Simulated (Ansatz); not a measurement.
A series in volume scale on BP

Free energy against uniform scaling of the volume at fixed shape and fractions; periodic cell, basis, potentials, k mesh and filling as listed. The results are calculated, by Ansatz 0.2.0.

The cell before it is scaled or strained (space group F-43m, No. 216):
```
cell vectors (Å)
   0.0000     2.2690     2.2690
   2.2690     0.0000     2.2690
   2.2690     2.2690     0.0000
atoms (fractions of the cell vectors)
B   0.00000  0.00000  0.00000
P   0.25000  0.25000  0.25000
```

Settings of every row: functional PBEsol; dispersion none; potentials PAW; wave cutoff 489.8 eV; density cutoff 1959.2 eV; k mesh 6x6x6; k shift 0x0x0; occupations fixed; smearing width 0 eV; spin none.

```csv
row,volume scale,V (Å³/atom),pressure (GPa),energy above lowest point (meV/atom)
1,0.94,10.981,9.47,15.7
2,0.96,11.214,5.33,5
3,0.98,11.448,1.57,0
4,1,11.682,-1.84,0.2
5,1.02,11.915,-4.94,5.2
6,1.04,12.149,-7.75,14.5
7,1.06,12.383,?,?
```

Question: what pressure and energy above lowest point should row 7 give?

Worked fit of pressure. Take u = (V_r/V)^(2/3) − 1 with V_r = 11.565 Å³ an atom, which is twice the finite (Eulerian) strain; such expansions in the strain, on which the Birch-Murnaghan equation of state is built, carry the rest volume and the bulk modulus. The shown rows have u = 0.03515, 0.02076, 0.0068, -0.00669, -0.01968, -0.03231. Least squares give pressure = −0.18 + 253.48 × u + 595.2 × u² GPa; a straight line predicts inner rows, each left out in turn, worse (root mean square 0.26 against 0.0097 GPa). The rows lie off it by 0.00, -0.01, 0.00, 0.01, 0.00, 0.00. The pressure vanishes at u = 0.0007, or V = 11.55 Å³ an atom, and there the bulk modulus at fixed shape and fractions is B = −V dP/dV = (2/3)(1 + u) dP/du = 170 GPa. The withheld row has u = -0.04454, so the fit gives −0.18 + 253.48 × (-0.04454) + 595.2 × (-0.04454)² = -10.29 GPa.

The calculation gave -10.3 GPa. The fit lies 0.01 GPa (0.051 % of the column's range) above it, one unit of the last digit. This row lies beyond the range of the fit.

Worked fit of energy above lowest point. Take u = (V_r/V)^(2/3) − 1 with V_r = 11.565 Å³ an atom, which is twice the finite (Eulerian) strain; such expansions in the strain, on which the Birch-Murnaghan equation of state is built, carry the rest volume and the bulk modulus. The shown rows have u = 0.03515, 0.02076, 0.0068, -0.00669, -0.01968, -0.03231. Least squares give energy above lowest point = −0.52 − 20.7 × u + 13729 × u² meV/atom; a straight line predicts inner rows, each left out in turn, worse (root mean square 6 against 0.04 meV/atom). All shown rows lie on it to the printed digit. Its lowest point lies at u = 0.0008, or V = 11.55 Å³ an atom, and the curvature there gives the bulk modulus at fixed shape and fractions, B = (4/9)(1 + u)² E″(u)/V = 170 GPa. The withheld row has u = -0.04454, so the fit gives −0.52 − 20.7 × (-0.04454) + 13729 × (-0.04454)² = 27.6 meV/atom.

The calculation gave 27.7 meV/atom. The fit lies 0.1 meV/atom (0.36 % of the column's range) below it, one unit of the last digit. This row lies beyond the range of the fit.
